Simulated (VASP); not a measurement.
# Vibrations of AlN: a test of the settings

Aim: test the modes of AlN against the numerical settings. The starting structure is a measured crystal structure from the Crystallography Open Database.

Method: Kohn-Sham DFT with plane waves and PAW; LDA, in VASP 6.6.1.

## Step 1: The structure

It takes space group P6_3mc (No. 186, hexagonal). Conventional cell: a = 3.111 Å, b = 3.111 Å, c = 4.978 Å, α = 90.00°, β = 90.00°, γ = 120.00°. Al has 4 N at 1.89 to 1.92 Å nearest. N has 4 Al at 1.89 to 1.92 Å nearest. Farther neighbours and most contacts between anions are not listed.

## Step 2: Reference modes

The cell comes from a relaxation at this level, not shown (40.97 Å³).

File INCAR:

```
SYSTEM = AlN
PREC = Accurate
ENCUT = 520
EDIFF = 1E-08
NELM = 100
ISMEAR = 0
SIGMA = 0.03
LREAL = .FALSE.
ALGO = Normal
GGA = CA
NBANDS = 14
LORBIT = 11
LWAVE = .FALSE.
LCHARG = .FALSE.
KPAR = 8
IBRION = 8
LEPSILON = .TRUE.
LPEAD = .TRUE.
ISIF = 2
```

File POSCAR:

```
AlN
1.0
    3.0917057947      0.0000000000      0.0000000000
   -1.5458528973      2.6774957593      0.0000000000
    0.0000000000      0.0000000000      4.9487592084
Al N
2 2
Direct
    0.6666666667      0.3333333333      0.5015356645
    0.3333333333      0.6666666667      0.0015356645
    0.6666666667      0.3333333333      0.8834643355
    0.3333333333      0.6666666667      0.3834643355
```

File KPOINTS:

```
Automatic mesh
0
Gamma
12 12 6
0 0 0
```

Potentials, in the order of the species: Al and N (LDA family, release 64).

Command:

```sh
$ mpirun -np 8 vasp_std
```

Output:

```text
[banner, memory and clock lines left out]
running    8 mpi-ranks, on    1 nodes
 distrk:  each k-point on    1 cores,    8 groups
 distr:  one band on    1 cores,    1 groups

 POSCAR found type information on POSCAR AlN
 POSCAR found :  2 types and       4 ions
|                                                                             |
|           W    W    AA    RRRRR   N    N  II  N    N   GGGG   !!!           |
|           W    W   A  A   R    R  NN   N  II  NN   N  G    G  !!!           |
|           W    W  A    A  R    R  N N  N  II  N N  N  G       !!!           |
|           W WW W  AAAAAA  RRRRR   N  N N  II  N  N N  G  GGG   !            |
|           WW  WW  A    A  R   R   N   NN  II  N   NN  G    G                |
|           W    W  A    A  R    R  N    N  II  N    N   GGGG   !!!           |
|                                                                             |
|     For optimal performance we recommend to set                             |
|       NCORE = 2 up to number-of-cores-per-socket                            |
|     NCORE specifies how many cores store one orbital (NPAR=cpu/NCORE).      |
|     This setting can greatly improve the performance of VASP for DFT.       |
|     The default, NCORE=1 might be grossly inefficient on modern             |
|     multi-core architectures or massively parallel machines. Do your        |
|     Unfortunately you need to use the default for GW and RPA                |
|     calculations (for HF NCORE is supported but not extensively tested      |
|     yet).                                                                   |
|                                                                             |

 LDA part: xc-table for (Slater(with rela. corr.)+CA(PZ))
 , standard interpolation
 POSCAR, INCAR and KPOINTS ok, starting setup
 FFT: planning ... GRIDC
 FFT: planning ... GRID_SOFT
 FFT: planning ... GRID
 WAVECAR not read
 entering main loop
       N       E                     dE             d eps       ncg     rms          rms(c)
DAV:   1     0.423655772925E+02    0.42366E+02   -0.74581E+03  2128   0.102E+03
DAV:   2    -0.342798520092E+02   -0.76645E+02   -0.69681E+02  2912   0.194E+02
DAV:   3    -0.379517307943E+02   -0.36719E+01   -0.36571E+01  2872   0.444E+01
DAV:   4    -0.379737982674E+02   -0.22067E-01   -0.22065E-01  2392   0.412E+00
DAV:   5    -0.379740208153E+02   -0.22255E-03   -0.22254E-03  2788   0.410E-01    0.124E+01
DAV:   6    -0.329435384985E+02    0.50305E+01   -0.14193E+01  2494   0.275E+01    0.444E+00
DAV:   7    -0.329012777431E+02    0.42261E-01   -0.72856E-01  2548   0.540E+00    0.282E+00
DAV:   8    -0.328463638905E+02    0.54914E-01   -0.87212E-02  2482   0.263E+00    0.400E-01
DAV:   9    -0.328412548497E+02    0.51090E-02   -0.12652E-02  2788   0.796E-01    0.218E-01
DAV:  10    -0.328414336991E+02   -0.17885E-03   -0.87027E-04  2404   0.203E-01    0.113E-01
DAV:  11    -0.328413778288E+02    0.55870E-04   -0.11272E-04  2770   0.855E-02    0.211E-02
DAV:  12    -0.328413773411E+02    0.48773E-06   -0.23143E-06  2602   0.116E-02    0.534E-03
DAV:  13    -0.328413771702E+02    0.17092E-06   -0.10292E-06  2848   0.768E-03    0.951E-04
DAV:  14    -0.328413771892E+02   -0.19022E-07   -0.17810E-08  2308   0.108E-03    0.133E-03
DAV:  15    -0.328413771880E+02    0.12392E-08   -0.81104E-09  1790   0.709E-04
   1 F= -.32841377E+02 E0= -.32841377E+02  d E =-.459289E-11
 Linear response reoptimize wavefunctions to high precision
DAV:   1    -0.328413771875E+02    0.43178E-09   -0.70465E-10  1712   0.204E-04
DAV:   2    -0.328413771876E+02   -0.32514E-10   -0.67813E-11  1544   0.685E-05
 Linear response to external field (no local field effect), progress :
  Direction:   1
       N       E                     dE             d eps       ncg     rms          rms(c)
RMM:   1    -0.338086941767E+00   -0.33809E+00   -0.10918E+00  1810   0.291E+00
RMM:   2    -0.346750173670E+00   -0.86632E-02   -0.42896E-03  1823   0.370E-01
RMM:   3    -0.346820729588E+00   -0.70556E-04   -0.56943E-05  1824   0.383E-02
RMM:   4    -0.346821836161E+00   -0.11066E-05   -0.16326E-06  1824   0.530E-03
RMM:   5    -0.346821864155E+00   -0.27993E-07   -0.98513E-08  1694   0.821E-04
RMM:   6    -0.346821864167E+00   -0.12204E-10   -0.59842E-08   821   0.182E-04
 change of polarisation eV/A/(eV/A) component  1 :     0.694    -0.226    -0.068
 dielectric tensor                  component  1 :     4.064    -0.997    -0.301
 Linear response to external field (no local field effect), progress :
  Direction:   2
       N       E                     dE             d eps       ncg     rms          rms(c)
RMM:   1    -0.463533047298E+00   -0.46353E+00   -0.16332E+00  1810   0.314E+00
RMM:   2    -0.473115880834E+00   -0.95828E-02   -0.50270E-03  1824   0.382E-01
RMM:   3    -0.473193058273E+00   -0.77177E-04   -0.69220E-05  1824   0.406E-02
RMM:   4    -0.473194419524E+00   -0.13613E-05   -0.20980E-06  1823   0.560E-03
RMM:   5    -0.473194453885E+00   -0.34361E-07   -0.95734E-08  1643   0.890E-04
RMM:   6    -0.473194454465E+00   -0.58006E-09   -0.47625E-08   764   0.200E-04
 change of polarisation eV/A/(eV/A) component  2 :    -0.226     0.946    -0.046
 dielectric tensor                  component  2 :    -0.997     5.180    -0.203
 Linear response to external field (no local field effect), progress :
  Direction:   3
[...]
RMM:   1    -0.423737249425E+00   -0.42374E+00   -0.15397E+00  1804   0.296E+00
RMM:   2    -0.433117087094E+00   -0.93798E-02   -0.42148E-03  1819   0.348E-01    0.964E-01
RMM:   3    -0.421464892732E+00    0.11652E-01   -0.74222E-03  3000   0.533E-01    0.567E-01
RMM:   4    -0.435377452680E+00   -0.13913E-01   -0.11280E-02  4059   0.650E-01    0.704E-02
RMM:   5    -0.437125682546E+00   -0.17482E-02   -0.10969E-04  3273   0.764E-02    0.217E-02
RMM:   6    -0.437574993609E+00   -0.44931E-03   -0.12955E-05  3661   0.235E-02    0.570E-03
RMM:   7    -0.437740764649E+00   -0.16577E-03   -0.72114E-07  3880   0.574E-03    0.105E-03
RMM:   8    -0.437733268238E+00    0.74964E-05   -0.65622E-08  3894   0.111E-03    0.202E-04
RMM:   9    -0.437732037927E+00    0.12303E-05   -0.54285E-08  3824   0.248E-04    0.208E-05
RMM:  10    -0.437731982426E+00    0.55501E-07    0.11930E-08  2342   0.836E-05    0.721E-06
 change of polarisation eV/A/(eV/A) component  3 :    -0.067    -0.046     0.820
 dielectric tensor                  component  3 :    -0.298    -0.202     4.622
 Linear response DOF=           4
 Linear response progress:
  Degree of freedom:   1/  4
       N       E                     dE             d eps       ncg     rms          rms(c)
RMM:   1    -0.652772245021E-02   -0.65277E-02    0.20095E-03 29025   0.773E-01
RMM:   2    -0.589016853809E-02    0.63755E-03   -0.35766E-04 20344   0.135E-01    0.916E-02
RMM:   3    -0.577350380990E-02    0.11666E-03   -0.10070E-04 21411   0.586E-02    0.492E-02
RMM:   4    -0.578423924753E-02   -0.10735E-04   -0.82769E-05 20906   0.548E-02    0.800E-03
RMM:   5    -0.577991163167E-02    0.43276E-05   -0.31321E-06 22188   0.852E-03    0.893E-04
RMM:   6    -0.577946563924E-02    0.44599E-06   -0.29528E-07 22494   0.896E-04    0.396E-04
RMM:   7    -0.577829619743E-02    0.11694E-05   -0.11850E-08 22883   0.490E-04    0.283E-05
RMM:   8    -0.577834728778E-02   -0.51090E-07   -0.12481E-07 23402   0.713E-05    0.164E-05
RMM:   9    -0.577832965275E-02    0.17635E-07   -0.64121E-08 23430   0.270E-05    0.152E-06
RMM:  10    -0.577832512683E-02    0.45259E-08   -0.28295E-08 21938   0.145E-05    0.653E-07
 first order change of Fermi-energy   0.23822E+00
 force on displaced ion       1 direction 1 : -16.418  -0.000   0.000
 Born effective charge ion    1 direction 1 :   2.510   0.000   0.000
 Linear response progress:
  Degree of freedom:   2/  4
       N       E                     dE             d eps       ncg     rms          rms(c)
RMM:   1    -0.183964536763E-01   -0.18396E-01    0.91548E-03  7850   0.128E+00
RMM:   2    -0.117009585047E-01    0.66955E-02   -0.13569E-03  4557   0.342E-01    0.119E-01
RMM:   3    -0.113478048867E-01    0.35315E-03   -0.38294E-04  4692   0.151E-01    0.520E-02
RMM:   4    -0.112803119442E-01    0.67493E-04   -0.69126E-05  4999   0.391E-02    0.277E-02
RMM:   5    -0.112490886749E-01    0.31223E-04   -0.58836E-05  5075   0.352E-02    0.580E-03
RMM:   6    -0.112410501935E-01    0.80385E-05    0.42542E-06  5089   0.909E-03    0.156E-03
RMM:   7    -0.112412782262E-01   -0.22803E-06    0.12093E-06  5128   0.210E-03    0.528E-04
RMM:   8    -0.112417012079E-01   -0.42298E-06    0.14880E-06  5179   0.926E-04    0.146E-04
RMM:   9    -0.112419653060E-01   -0.26410E-06   -0.32416E-07  5287   0.211E-04    0.206E-05
RMM:  10    -0.112420088265E-01   -0.43520E-07   -0.65050E-07  5339   0.453E-05    0.108E-05
RMM:  11    -0.112419589599E-01    0.49867E-07   -0.24633E-07  5323   0.297E-05    0.132E-06
RMM:  12    -0.112419605729E-01   -0.16131E-08   -0.36803E-08  4737   0.221E-05    0.761E-07
 first order change of Fermi-energy  -0.93170E+01
 force on displaced ion       1 direction 3 :   0.000  -0.000 -21.801
 Born effective charge ion    1 direction 3 :  -0.000  -0.000   2.672
 Linear response progress:
  Degree of freedom:   3/  4
       N       E                     dE             d eps       ncg     rms          rms(c)
RMM:   1    -0.233552872678E+00   -0.23355E+00    0.20238E-01 23906   0.321E+00
RMM:   2    -0.233329625194E+00    0.22325E-03   -0.35371E-03 19652   0.411E-01    0.185E-01
RMM:   3    -0.234069929165E+00   -0.74030E-03   -0.98213E-04 18614   0.200E-01    0.909E-02
RMM:   4    -0.235852797682E+00   -0.17829E-02   -0.96759E-04 19388   0.183E-01    0.210E-02
RMM:   5    -0.235805586817E+00    0.47211E-04   -0.26683E-05 22188   0.344E-02    0.243E-03
RMM:   6    -0.235845082766E+00   -0.39496E-04   -0.54423E-07 22640   0.437E-03    0.100E-03
RMM:   7    -0.235847346053E+00   -0.22633E-05   -0.49347E-08 23126   0.887E-04    0.835E-05
RMM:   8    -0.235846863909E+00    0.48214E-06    0.12449E-07 23567   0.147E-04    0.371E-05
RMM:   9    -0.235846861921E+00    0.19882E-08   -0.30987E-08 23577   0.853E-05    0.285E-06
 first order change of Fermi-energy  -0.29841E+00
 force on displaced ion       3 direction 1 : -16.487   0.001  -0.000
 Born effective charge ion    3 direction 1 :  -2.510  -0.000   0.000
 Linear response progress:
  Degree of freedom:   4/  4
       N       E                     dE             d eps       ncg     rms          rms(c)
RMM:   1    -0.250401139565E+00   -0.25040E+00    0.21423E-01  5481   0.322E+00
RMM:   2    -0.248994802892E+00    0.14063E-02   -0.30164E-03  4505   0.408E-01    0.189E-01
RMM:   3    -0.249133067852E+00   -0.13826E-03   -0.21066E-03  4500   0.244E-01    0.857E-02
RMM:   4    -0.250353861717E+00   -0.12208E-02   -0.97804E-04  4779   0.156E-01    0.226E-02
RMM:   5    -0.250510103208E+00   -0.15624E-03   -0.19986E-05  4929   0.290E-02    0.662E-03
RMM:   6    -0.250584640951E+00   -0.74538E-04    0.77946E-07  5158   0.620E-03    0.220E-03
RMM:   7    -0.250579479029E+00    0.51619E-05    0.88924E-08  5132   0.221E-03    0.417E-04
RMM:   8    -0.250579468588E+00    0.10441E-07    0.16594E-07  5257   0.320E-04    0.220E-04
RMM:   9    -0.250579690442E+00   -0.22185E-06    0.23616E-07  5325   0.180E-04    0.170E-05
RMM:  10    -0.250579695203E+00   -0.47610E-08    0.17600E-07  5318   0.999E-05    0.101E-05
RMM:  11    -0.250579725896E+00   -0.30693E-07    0.31041E-07  5367   0.878E-05    0.165E-06
RMM:  12    -0.250579717056E+00    0.88404E-08    0.27276E-07  4661   0.822E-05    0.817E-07
RMM:  13    -0.250579716768E+00    0.28804E-09    0.26141E-07  3893   0.810E-05    0.950E-08
 first order change of Fermi-energy   0.93227E+01
 force on displaced ion       3 direction 3 :  -0.000  -0.000 -20.396
 Born effective charge ion    3 direction 3 :   0.000  -0.000  -2.672
 Born effective charges drift removed
 Linear response finished
```

The job ended after 5.1 min (8 MPI ranks of AMD EPYC 7R43, shared host; peak memory 5.4 GiB; 39 min of CPU time).

Lines that name or quote the potential files are left out of all logs, and their timing lines are given in words.

(Part 1 of 3 ends here.)

[Lines on the potential files, build, host, timing and source positions are cut from VASP's logs without a mark.]

[Logs are printed without paths, hosts, clocks, repeated set-up lines and the standing remarks that a program may print on its own settings, such as how far it seeks lower states.]

[Hosts, paths, dates, database ids (printed as entryN), source tags and the programs' standing remarks are cut or masked in the printed files.]
